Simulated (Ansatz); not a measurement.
# Ni in Ansatz: the effect of functional

The system is Ni.

```
CELL_PARAMETERS angstrom
0.00000 1.71409 1.71409
1.71409 0.00000 1.71409
1.71409 1.71409 0.00000
ATOMIC_POSITIONS crystal
Ni 0.00000 0.00000 0.00000
```

The cell isn't the ideal one: volume scaled by 0.96.

Alike in all runs:

```yaml
Program: Ansatz 0.2.0
Task: single point
Potentials_or_basis: Ansatz PAW
k_mesh: 13 × 13 × 13
Occupations: fermi-dirac, width 0.05 eV
Spin: collinear spin, ferromagnetic start
Starting_moments: "[1.0] μB"
```

| functional | cutoff | pressure (GPa) | moment (μB) |
| --- | --- | --- | --- |
| LDA | 420 eV (not typed: the program's choice for these potentials) | -0.9 | 0.62 |
| r2SCAN | 500 eV (not typed: the program's choice for these potentials) | 9.9 | 0.67 |
| PBE | 420 eV (not typed: the program's choice for these potentials) | ? | ? |

What does the run with functional PBE give?

Pressure 18.8 GPa; moment 0.63 μB.

Caveats: the PAW data sets come from PBE, with cores solved anew for the run's functional, which leaves a small shift of forces and pressure (some runs); the magnetic or orbital state may not be the lowest (some runs).
